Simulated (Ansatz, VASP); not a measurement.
# SnSe (puckered SnSe bilayer, AA): VASP beside Ansatz, part 2 of 2

Aim: how closely do two programs agree when they are given the same cell, functional and k mesh? The structure shown is the start of the Ansatz relaxation below; VASP solves that cell, so the two are compared at the walk's first step.

VASP 6.6.1 and Ansatz 0.2.0.

So far: The starting structure; Ansatz: relaxation, PBE with D3(BJ).

**3. VASP: single point, PBE with D3(BJ), start cell**

Level of this step: PBE with D3(BJ); plane waves and PAW (Sn_d, Se) (VASP).

The same cell, functional, mesh and smearing now go to VASP, with its own data sets.

Lines of VASP's logs that name or quote its potential files are left out, and so is its time.

Contents of INCAR:

```
SYSTEM = SnSe
PREC = Accurate
ENCUT = 400
EDIFF = 1E-06
NELM = 120
ISMEAR = -1
SIGMA = 0.05
LREAL = .FALSE.
ALGO = Normal
GGA = PE
IVDW = 12
NBANDS = 49
LORBIT = 11
LWAVE = .FALSE.
LCHARG = .FALSE.
ISIF = 2
LDIPOL = .TRUE.
IDIPOL = 3
DIPOL = 0.5 0.5 0.5
LVHAR = .TRUE.
LASPH = .TRUE.
GGA_COMPAT = .FALSE.
EFERMI = MIDGAP
NELMDL = -8
KPAR = 2
```

Contents of POSCAR:

```
SnSe
1.0
    4.4000000000      0.0000000000      0.0000000000
    0.0000000000      4.2900000000      0.0000000000
    0.0000000000      0.0000000000     48.1872000000
Sn Se
4 4
Direct
    0.0600000000      0.0000000000      0.4108974998
    0.5600000000      0.5000000000      0.4688714015
    0.0600000000      0.0000000000      0.5311285985
    0.5600000000      0.5000000000      0.5891025002
    0.4400000000      0.5000000000      0.4129727396
    0.9400000000      0.0000000000      0.4667961616
    0.4400000000      0.5000000000      0.5332038384
    0.9400000000      0.0000000000      0.5870272604
```

Contents of KPOINTS:

```
Automatic mesh
0
Gamma
8 8 1
0 0 0
```

Potentials, in the order of the species: Sn_d and Se (PBE family, release 64).

Started as:

```console
> mpirun -np 2 vasp_std
```

Numbers of over 12 decimals in the logs are rounded to 6 here.

Output:

```text
[banner, memory and clock lines left out]
running    2 mpi-ranks, on    1 nodes
 distrk:  each k-point on    1 cores,    2 groups
 distr:  one band on    1 cores,    1 groups

 POSCAR found type information on POSCAR SnSe
 POSCAR found :  2 types and       8 ions
 LDA part: xc-table for (Slater+PW92), standard interpolation
 POSCAR, INCAR and KPOINTS ok, starting setup
 FFT: planning ... GRIDC
 FFT: planning ... GRID_SOFT
 FFT: planning ... GRID
 WAVECAR not read
 entering main loop
       N       E                     dE             d eps       ncg     rms          rms(c)
DAV:   1     0.587164485890E+03    0.58716E+03   -0.30618E+04  3106   0.110E+03
DAV:   2     0.453176136918E+02   -0.54185E+03   -0.52855E+03  2994   0.278E+02
DAV:   3    -0.286729046412E+02   -0.73991E+02   -0.72113E+02  2976   0.121E+02
DAV:   4    -0.327913190365E+02   -0.41184E+01   -0.40834E+01  2908   0.312E+01
DAV:   5    -0.329224915106E+02   -0.13117E+00   -0.13099E+00  3075   0.549E+00
DAV:   6    -0.329281977772E+02   -0.57063E-02   -0.57057E-02  3506   0.115E+00
DAV:   7    -0.329283298562E+02   -0.13208E-03   -0.13207E-03  3652   0.172E-01
DAV:   8    -0.329283331643E+02   -0.33080E-05   -0.33079E-05  3689   0.274E-02    0.712E+00
DAV:   9    -0.321453145486E+02    0.78302E+00   -0.14995E+00  3240   0.546E+00    0.452E+00
DAV:  10    -0.321320672612E+02    0.13247E-01   -0.70379E-01  3336   0.289E+00    0.127E+00
DAV:  11    -0.321165801712E+02    0.15487E-01   -0.95327E-02  3025   0.170E+00    0.382E-01
DAV:  12    -0.321158794479E+02    0.70072E-03   -0.11440E-02  2897   0.555E-01    0.109E-01
DAV:  13    -0.321156883314E+02    0.19112E-03   -0.88221E-04  3138   0.136E-01    0.709E-02
DAV:  14    -0.321153801798E+02    0.30815E-03   -0.48656E-04  3689   0.102E-01    0.276E-02
[...]
DAV:  21    -0.321159955452E+02   -0.39011E-04   -0.69202E-07  1872   0.297E-03    0.108E-03
DAV:  22    -0.321160260701E+02   -0.30525E-04   -0.77500E-07  1940   0.217E-03    0.729E-04
DAV:  23    -0.321160352744E+02   -0.92043E-05   -0.29212E-07  1795   0.206E-03    0.329E-04
DAV:  24    -0.321160438840E+02   -0.86096E-05   -0.24575E-07  1762   0.111E-03    0.246E-04
DAV:  25    -0.321160486634E+02   -0.47794E-05   -0.15964E-07  1736   0.758E-04    0.173E-04
DAV:  26    -0.321160507888E+02   -0.21253E-05   -0.58920E-08  1732   0.629E-04    0.825E-05
DAV:  27    -0.321160519907E+02   -0.12019E-05   -0.44556E-08  1675   0.551E-04    0.108E-04
DAV:  28    -0.321160523541E+02   -0.36342E-06   -0.13700E-08  1592   0.389E-04
   1 F= -.34460344E+02 E0= -.34460338E+02  d E =-.117030E-04
```

Parts of OUTCAR (step 3):

```text
ion  position               nearest neighbor table
   1  0.060  0.000  0.411-   5 2.72   5 2.72   6 2.74
   2  0.560  0.500  0.469-   6 2.72   6 2.72   5 2.74   7 3.14
   3  0.060  0.000  0.531-   7 2.72   7 2.72   8 2.74   6 3.14
   4  0.560  0.500  0.589-   8 2.72   8 2.72   7 2.74
   5  0.440  0.500  0.413-   1 2.72   1 2.72   2 2.74
   6  0.940  0.000  0.467-   2 2.72   2 2.72   1 2.74   3 3.14
   7  0.440  0.500  0.533-   3 2.72   3 2.72   4 2.74   2 3.14
   8  0.940  0.000  0.587-   4 2.72   4 2.72   3 2.74

  LATTYP: Found a simple orthorhombic cell.
 ALAT       =     4.2900000000
 B/A-ratio  =     1.0256410256
 C/A-ratio  =    11.2324475524

 Subroutine GETGRP returns: Found  4 space group operations
 (whereof  2 operations were pure point group operations)

The static configuration has the point symmetry C_1h.
 The point group associated with its full space group is C_2v.

 Found     25 irreducible k-points:

   k-points           NKPTS =     25   k-points in BZ     NKDIM =     25   number of bands    NBANDS=     49

   dimension x,y,z NGX =    30 NGY =   28 NGZ =  320
   dimension x,y,z NGXF=    60 NGYF=   56 NGZF=  640

   ENCUT  =  400.0 eV  29.40 Ry    5.42 a.u.   7.18  7.00 78.58*2*pi/ulx,y,z

   NELECT =      80.0000    total number of electrons

 k-points in reciprocal lattice and weights: Automatic mesh
   0.00000000  0.00000000  0.00000000       0.016
   0.12500000  0.00000000  0.00000000       0.031
   0.25000000  0.00000000  0.00000000       0.031
   0.37500000  0.00000000  0.00000000       0.031
   0.50000000  0.00000000  0.00000000       0.016
   0.00000000  0.12500000  0.00000000       0.031
   0.12500000  0.12500000  0.00000000       0.062
   0.25000000  0.12500000  0.00000000       0.062
   0.37500000  0.12500000  0.00000000       0.062
[...]
0.37500000  0.50000000  0.00000000       0.031
   0.50000000  0.50000000  0.00000000       0.016

 dipolmoment           0.000000      0.000000     -0.000000 electrons x Angstroem

 average (electrostatic) potential at core
       1-109.0077       2-109.0683       3-109.0683       4-109.0077       5 -60.2017
       6 -60.5145       7 -60.5145       8 -60.2017

 E-fermi :  -1.7000

 k-point     1 :       0.0000    0.0000    0.0000
  band No.  band energies     occupation
    ...
     36      -4.4542      2.00000
     37      -3.8738      2.00000
     38      -3.7532      2.00000
     39      -3.3410      2.00000
     40      -2.2884      1.99998
     41      -0.6768      0.00000
     42      -0.1813      0.00000
     43       0.1823      0.00000
     44       0.3565      0.00000
     45       0.8725      0.00000
    ...

 k-point     2 :       0.1250    0.0000    0.0000
  band No.  band energies     occupation
    ...
     36      -4.4232      2.00000
     37      -3.6287      2.00000
     38      -3.5744      2.00000
     39      -3.3769      2.00000
     40      -2.3529      2.00000
     41      -0.6500      0.00000
     42      -0.0780      0.00000
     43       0.2980      0.00000
     44       0.3051      0.00000
     45       0.6123      0.00000
    ...

 k-point     3 :       0.2500    0.0000    0.0000
  band No.  band energies     occupation
    ...
     36      -4.3747      2.00000
     37      -3.6818      2.00000
     38      -3.0033      2.00000
     39      -2.9636      2.00000
     40      -2.5622      2.00000
     41      -0.5729      0.00000
     42      -0.4991      0.00000
     43      -0.2856      0.00000
     44       0.2493      0.00000
     45       0.2685      0.00000
    ...

 Edisp (eV)   -2.34429

  Total       4.36423     3.85259     5.54346     0.00000     0.00000     0.00000
  in kB       7.68734     6.78613     9.76449     0.00000     0.00000     0.00000
  external pressure =        8.08 kB  Pullay stress =        0.00 kB

  energy-cutoff  :      400.00
  volume of cell :      909.58
      direct lattice vectors                 reciprocal lattice vectors
     4.400000000  0.000000000  0.000000000     0.227272727  0.000000000  0.000000000
     0.000000000  4.290000000  0.000000000     0.000000000  0.233100233  0.000000000
     0.000000000  0.000000000 48.187200000     0.000000000  0.000000000  0.020752399

 POSITION                                       TOTAL-FORCE (eV/Angst)
 -----------------------------------------------------------------------------------
      0.26400      0.00000     19.80000        -0.597691      0.000000     -0.451335
      2.46400      2.14500     22.59360        -0.846751      0.000000      0.115468
      0.26400      0.00000     25.59360        -0.846751      0.000000     -0.115468
      2.46400      2.14500     28.38720        -0.597691      0.000000      0.451335
      1.93600      2.14500     19.90000         0.592750      0.000000     -0.276194
      4.13600      0.00000     22.49360         0.851693      0.000000      0.069699
      1.93600      2.14500     25.69360         0.851693      0.000000     -0.069699
      4.13600      0.00000     28.28720         0.592750      0.000000      0.276194
 -----------------------------------------------------------------------------------
    total drift:                               -0.003856     -0.000000     -0.000010

  FREE ENERGIE OF THE ION-ELECTRON SYSTEM (eV)
  ---------------------------------------------------
  free  energy   TOTEN  =       -34.4603443182 eV

  energy  without entropy=      -34.4603326153  energy(sigma->0) =      -34.46033847

 vacuum level on the upper side and lower side of the slab         2.358         2.358

 total charge
# of ion       s       p       d       tot
------------------------------------------
    1        1.355   0.783   9.990  12.128
    2        1.369   0.778   9.999  12.147
    3        1.369   0.778   9.999  12.147
    4        1.355   0.783   9.990  12.128
    5        1.473   2.340   0.025   3.839
    6        1.479   2.335   0.031   3.845
    7        1.479   2.335   0.031   3.845
    8        1.473   2.340   0.025   3.839
--------------------------------------------------
tot         11.354  12.472  40.092  63.917

[... 3 further parts left out ...]
```

**4. Comparison**

Known differences besides the potentials themselves: Ansatz cuts the interaction across the vacuum, VASP repeats the sheet with a dipole correction; the data sets hold 120 valence electrons in Ansatz (on its default PAW (the set named soft_2) files) and 80 in VASP; the cutoff is 420 eV in Ansatz and 400 eV in VASP. Total energies have different zeros and are not compared.

Forces (eV/Å; atoms numbered as in POSCAR):

```csv
atom,"Ansatz x, y, z","VASP x, y, z"
Sn1,"-0.584, 0.000, -0.438","-0.598, 0.000, -0.451"
Sn2,"-0.833, 0.000, 0.102","-0.847, 0.000, 0.115"
Sn3,"-0.833, 0.000, -0.102","-0.847, 0.000, -0.115"
Sn4,"-0.584, 0.000, 0.438","-0.598, 0.000, 0.451"
Se5,"0.581, 0.000, -0.267","0.593, 0.000, -0.276"
Se6,"0.837, 0.000, 0.057","0.852, 0.000, 0.070"
Se7,"0.837, 0.000, -0.057","0.852, 0.000, -0.070"
Se8,"0.581, 0.000, 0.267","0.593, 0.000, 0.276"
```

The forces differ by 11 meV/Å r.m.s., which is 2.3 % of the r.m.s. force of 0.452 eV/Å (both taken over all components). With vacuum in the cell, a pressure given here is an average over mostly empty space and none of the material.

**5. Results**

```yaml
r_m_s_force_difference_single_point_pbe_with_d3_bj_start_cell: 2.3 % of the r.m.s. force
```

**Reading.** The r.m.s. force difference is 2.3 % of the r.m.s. force (single point, PBE with D3(BJ), start cell), within the 3 % picked in this series as the mark of a large difference. The data sets hold unlike numbers of valence electrons (120 in Ansatz and 80 in VASP), so part of the differences comes from the potentials. 1 further run of this series is not shown here. How closely two codes agree says nothing of how well the functional describes the real material.

[Lines on the potential files, build, host, timing and source positions are cut from VASP's logs without a mark.]

[Logs are printed without paths, hosts, clocks, repeated set-up lines and the standing remarks that a program may print on its own settings, such as how far it seeks lower states.]

[Hosts, paths, dates, database ids (printed as entryN), source tags and the programs' standing remarks are cut or masked in the printed files.]
